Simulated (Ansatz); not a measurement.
HgSe:

```xyz
2
Lattice="0.0000 3.0390 3.0390 3.0390 0.0000 3.0390 3.0390 3.0390 0.0000" Properties=species:S:1:pos:R:3 pbc="T T T"
Hg    0.0000    0.0000    0.0000
Se    4.5585    4.5585    4.5585
```

Program: Ansatz 0.2.0. Alike in all runs: cell as given; cutoff (eV) 278; basis error allowed 0.001 eV/atom.

Task: Order these runs on this cell by their pressure, lowest first.
A. level PBE; potentials or basis all-electron LAPW, scalar-relativistic; spin off; k mesh 8 × 8 × 8; smearing gaussian 0.014 eV
B. level PBEsol; potentials or basis all-electron LAPW, scalar-relativistic; spin off; k mesh 8 × 8 × 8; smearing gaussian 0.05 eV
C. level BLYP; potentials or basis all-electron LAPW, scalar-relativistic; spin off; k mesh 8 × 8 × 8; smearing fermi-dirac 0.05 eV
D. level LDA; potentials or basis all-electron LAPW, relativistic spinors; spin SOC, no magnetisation; k mesh 6 × 6 × 6; smearing fermi-dirac 0.05 eV

Result: D (-0.9 GPa), B (1.5 GPa), A (4.7 GPa), C (8.4 GPa).

Caveats: the k mesh is thin for a metal, which can move the energy by tens of meV per atom (some runs).
